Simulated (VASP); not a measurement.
# Mo (Im-3m) in VASP: elastic constants with PBE

Aim: the elastic constants of Mo with PBE.

All numbers are computed with VASP 6.6.1; they aren't measurements. Logs are shortened: lines on timing, memory, paths and dates and some standing lists are left out, and cuts for length are marked.

### Step 1. Starting point

The structure is cubic, space group Im-3m (No. 229). The conventional cell has a = 3.162 Å, b = 3.162 Å, c = 3.162 Å, α = 90.00°, β = 90.00°, γ = 90.00°. Mo (site symmetry m-3m) is surrounded by 8 Mo at 2.74 Å.

The cell was built by a generator and needn't be a form met in nature.

### Step 2. Elastic constants, PBE

File POSCAR:

```
Mo
1.0
   -1.5807922698      1.5807922698      1.5807922698
    1.5807922698     -1.5807922698      1.5807922698
    1.5807922698      1.5807922698     -1.5807922698
  Mo
     1
Direct
     0.0000000000000000    0.0000000000000000    0.0000000000000000
```

File INCAR.step1:

```
PREC = Accurate ; ENCUT = 600
EDIFF = 1E-8 ; ISMEAR = 1
SIGMA = 0.2 ; LREAL = F
LASPH = T ; NELM = 80
ALGO = Normal ; ISIF = 3
LWAVE = F ; LCHARG = F
GGA = PE ; KPAR = 4
IBRION = 2 ; NSW = 40
EDIFFG = -0.002
```

File INCAR.step2:

```
PREC = Accurate ; ENCUT = 600
EDIFF = 1E-8 ; ISMEAR = 1
SIGMA = 0.2 ; LREAL = F
LASPH = T ; NELM = 80
ALGO = Normal ; ISIF = 3
LWAVE = F ; LCHARG = F
GGA = PE ; KPAR = 4
IBRION = 6 ; NFREE = 2
POTIM = 0.015 ; NSW = 1
```

File KPOINTS:

```
Automatic mesh
0
Gamma
  12 12 12
```

Potentials or basis: VASP PAW PBE potentials, release 64 (Mo_sv).

Launch:

```bash
$ cat potpaw_PBE.64/Mo_sv/POTCAR > POTCAR
$ cp INCAR.step1 INCAR
$ mpirun -np 4 vasp_std > vasp.out
$ cp CONTCAR POSCAR
$ cp INCAR.step2 INCAR
$ mpirun -np 4 vasp_std > vasp.out
```

OUTCAR:

```text
PREC = Accurate
   ENCUT = 600
   EDIFF = 1E-8
   ISMEAR = 1
   LREAL = F
   LASPH = T
   NELM = 80
   ISIF = 3
   GGA = PE
   IBRION = 6
   NFREE = 2
   POTIM = 0.015
   NSW = 1

 ion  position               nearest neighbor table
   1  0.000  0.000  0.000-

  LATTYP: Found a body centered cubic cell.
 ALAT       =     3.1615845396

  Lattice vectors:

 A1 = (  -1.5807922698,   1.5807922698,   1.5807922698)
 A2 = (   1.5807922698,  -1.5807922698,   1.5807922698)
 A3 = (   1.5807922698,   1.5807922698,  -1.5807922698)

Analysis of symmetry for initial positions (statically):
=====================================================================
 Subroutine PRICEL returns:
 Original cell was already a primitive cell.

 Routine SETGRP: Setting up the symmetry group for a
 body centered cubic supercell.

 Subroutine GETGRP returns: Found 48 space group operations
 (whereof 48 operations were pure point group operations)
 out of a pool of 48 trial point group operations.

The static configuration has the point symmetry O_h .

Analysis of symmetry for dynamics (positions and initial velocities):
=====================================================================
 Subroutine PRICEL returns:
 Original cell was already a primitive cell.

 Routine SETGRP: Setting up the symmetry group for a
 body centered cubic supercell.

 Subroutine GETGRP returns: Found 48 space group operations
 (whereof 48 operations were pure point group operations)
 out of a pool of 48 trial point group operations.

The dynamic configuration has the point symmetry O_h .

 Subroutine INISYM returns: Found 48 space group operations
 (whereof 48 operations are pure point group operations),
 and found     1 'primitive' translations

----------------------------------------------------------------------------------------

                                     Primitive cell

  volume of cell :      15.8010

  direct lattice vectors                    reciprocal lattice vectors
    -1.580792270  1.580792270  1.580792270     0.000000000  0.316297093  0.316297093
     1.580792270 -1.580792270  1.580792270     0.316297093  0.000000000  0.316297093
     1.580792270  1.580792270 -1.580792270     0.316297093  0.316297093  0.000000000

  length of vectors
     2.738012528  2.738012528  2.738012528     0.447311639  0.447311639  0.447311639

  position of ions in fractional coordinates (direct lattice)
     0.000000000  0.000000000  0.000000000

  ion indices of the primitive-cell ions
   primitive index   ion index
                 1           1

----------------------------------------------------------------------------------------

 KPOINTS: Automatic mesh

Automatic generation of k-mesh.
 Grid dimensions read from file:
 generate k-points for:   12   12   12

 Generating k-lattice:

  Cartesian coordinates                     Fractional coordinates (reciprocal lattice)
     0.000000000  0.026358091  0.026358091     0.083333333  0.000000000  0.000000000
     0.026358091  0.000000000  0.026358091     0.000000000  0.083333333  0.000000000
     0.026358091  0.026358091  0.000000000     0.000000000  0.000000000  0.083333333

  Length of vectors
     0.037275970  0.037275970  0.037275970

[... 99 lines left out ...]
  ext. energy  EPLUGINS =         0.00000000
  ---------------------------------------------------
  free energy    TOTEN  =       -10.95026494 eV

  energy without entropy =      -10.95212130  energy(sigma->0) =      -10.95088373

------------------------ aborting loop because EDIFF is reached ----------------------------------------

  FORCE on cell =-STRESS in cart. coord.  units (eV):
  Direction    XX          YY          ZZ          XY          YZ          ZX
  --------------------------------------------------------------------------------------
  -------------------------------------------------------------------------------------
  Total        0.0006462      0.0006462      0.0006462     -0.0000000      0.0000000     -0.0000000
  in kB        0.0655248      0.0655248      0.0655248     -0.0000000      0.0000000     -0.0000000
  external PRESSURE =       0.0655248 kB  Pullay stress =       0.0000000 kB
[... 86 lines left out ...]
  FREE ENERGIE OF THE ION-ELECTRON SYSTEM (eV)
  ---------------------------------------------------
  free  energy   TOTEN  =       -10.9444231414 eV

  energy  without entropy=      -10.9464237886  energy(sigma->0) =      -10.94509002

[... ionic steps 4 to 12 ...]

--------------------------------------- Ionic step       13  -------------------------------------------

 number of electron      14.0000002 magnetization

------------------------ aborting loop because EDIFF is reached ----------------------------------------
[... 65 lines left out ...]
--------------------------------------- Ionic step       15  -------------------------------------------

 number of electron      14.0000001 magnetization

 Free energy of the ion-electron system (eV)
  ---------------------------------------------------
  ext. energy  EPLUGINS =         0.00000000
  ---------------------------------------------------
  free energy    TOTEN  =       -10.95026370 eV

  energy without entropy =      -10.95212006  energy(sigma->0) =      -10.95088249

 E-fermi :  12.3809     XC(G=0): -13.3293

 val. band max:       12.3705686448   @ k =   0.5000   0.5000   0.0833
 cond. band min:      12.4245644296   @ k =  -0.3333   0.3333   0.2500
 fundamental gap:      0.0539957848
 Fermi energy:        12.3809090083

 k-point     1 :       0.0000    0.0000    0.0000
  band No.  band energies     occupation
      1     -48.8581      2.00000
      2     -22.1493      2.00000
      3     -22.1493      2.00000
      4     -22.1493      2.00000
      5       5.2210      2.00000
      6      11.0784      2.00000
      7      11.0784      2.00000
      8      11.0784      2.00000
      9      14.0635     -0.00000
     10      14.0635     -0.00000
     11      27.2365      0.00000
[... 309 lines left out ...]
 k-point    24 :       0.4167    0.0833    0.0833
  band No.  band energies     occupation
      1     -48.5996      2.00000
      2     -23.4136      2.00000
      3     -22.6455      2.00000
      4     -22.2506      2.00000
      5       7.7308      2.00000
      6       9.0630      2.00000
      7      12.7224     -0.03646
      8      14.2477     -0.00000
      9      14.7362     -0.00000
     10      18.7000      0.00000
     11      23.3385      0.00000

 [... further k-points ...]

------------------------ aborting loop because EDIFF is reached ----------------------------------------

  FORCE on cell =-STRESS in cart. coord.  units (eV):
  Direction    XX          YY          ZZ          XY          YZ          ZX
  --------------------------------------------------------------------------------------
  -------------------------------------------------------------------------------------
  Total        0.0006984      0.0006984      0.0006984     -0.0000000      0.0000000      0.0000000
  in kB        0.0708164      0.0708164      0.0708164     -0.0000000      0.0000000      0.0000000
  external PRESSURE =       0.0708164 kB  Pullay stress =       0.0000000 kB
[... 16 lines left out ...]
  FREE ENERGIE OF THE ION-ELECTRON SYSTEM (eV)
  ---------------------------------------------------
  free  energy   TOTEN  =       -10.9502637048 eV

  energy  without entropy=      -10.9521200579  energy(sigma->0) =      -10.95088249

 INTERNAL STRAIN TENSORS FROM STRAINED CELLS
 ============================================

 INTERNAL STRAIN TENSOR FOR ION    1 for displacements in x,y,z  (eV/Angst):
          X           Y           Z          XY          YZ          ZX
  --------------------------------------------------------------------------------
  x     0.00000     0.00000    -0.00000     0.00000    -0.00000    -0.00000
  y    -0.00000     0.00000    -0.00000     0.00000     0.00000     0.00000
  z     0.00000    -0.00000     0.00000     0.00000     0.00000     0.00000

 INTERNAL STRAIN TENSORS FROM DISPLACED ATOMS
 ============================================

 INTERNAL STRAIN TENSOR FOR ION    1 for displacements in x,y,z  (eV/Angst):
          X           Y           Z          XY          YZ          ZX
  --------------------------------------------------------------------------------
  x     0.00000     0.00000     0.00000     0.00000     0.00000     0.00000
  y     0.00000     0.00000     0.00000     0.00000     0.00000     0.00000
  z     0.00000     0.00000     0.00000     0.00000     0.00000     0.00000

 Eigenvectors and eigenvalues of the dynamical matrix
 ----------------------------------------------------

   1 f/i=    0.000000 THz     0.000000 2PiTHz    0.000000 cm-1     0.000000 meV
             X         Y         Z           dx          dy          dz
      0.000000  0.000000  0.000000     0.090536   -0.995893    0.000000

   2 f/i=    0.000000 THz     0.000000 2PiTHz    0.000000 cm-1     0.000000 meV
             X         Y         Z           dx          dy          dz
      0.000000  0.000000  0.000000     0.000000    0.000000    1.000000

   3 f/i=    0.000000 THz     0.000000 2PiTHz    0.000000 cm-1     0.000000 meV
             X         Y         Z           dx          dy          dz
      0.000000  0.000000  0.000000     0.995893    0.090536    0.000000

--------------------------------------------------------------------------------------------------------

 ELASTIC MODULI CONTR FROM IONIC RELAXATION (kBar)
 Direction    XX          YY          ZZ          XY          YZ          ZX
 --------------------------------------------------------------------------------
 XX           0.0000      0.0000      0.0000      0.0000      0.0000      0.0000
 YY           0.0000      0.0000      0.0000      0.0000      0.0000      0.0000
 ZZ           0.0000      0.0000      0.0000      0.0000      0.0000      0.0000
 XY           0.0000      0.0000      0.0000      0.0000      0.0000      0.0000
 YZ           0.0000      0.0000      0.0000      0.0000      0.0000      0.0000
 ZX           0.0000      0.0000      0.0000      0.0000      0.0000      0.0000
 --------------------------------------------------------------------------------

 TOTAL ELASTIC MODULI (kBar)
 Direction    XX          YY          ZZ          XY          YZ          ZX
 --------------------------------------------------------------------------------
 XX        5072.6983   1418.6628   1418.6628     -0.0000      0.0000     -0.0000
 YY        1418.6628   5072.6983   1418.6628     -0.0000     -0.0000      0.0000
 ZZ        1418.6628   1418.6628   5072.6983      0.0000      0.0000      0.0000
 XY          -0.0000     -0.0000      0.0000   1170.4210      0.0000     -0.0000
 YZ           0.0000     -0.0000      0.0000      0.0000   1170.4210      0.0000
 ZX          -0.0000      0.0000      0.0000     -0.0000      0.0000   1170.4210
 --------------------------------------------------------------------------------
```

Wall time 1.7 min (4 MPI ranks of Intel Xeon Platinum 8559C (Emerald Rapids), shared host); peak memory 0.28 GiB.

Results:

- Elastic constants C11, C12, C44: 507, 142, 117 GPa
- Voigt bulk modulus: 264 GPa

Elastic tensor in Voigt notation (GPa, in the Cartesian axes of the cell as first typed):
```
507 142 142   0   0   0
142 507 142   0   0   0
142 142 507   0   0   0
  0   0   0 117   0   0
  0   0   0   0 117   0
  0   0   0   0   0 117
```

Clamped-ion elastic tensor (GPa):
```
507 142 142   0   0   0
142 507 142   0   0   0
142 142 507   0   0   0
  0   0   0 117   0   0
  0   0   0   0 117   0
  0   0   0   0   0 117
```
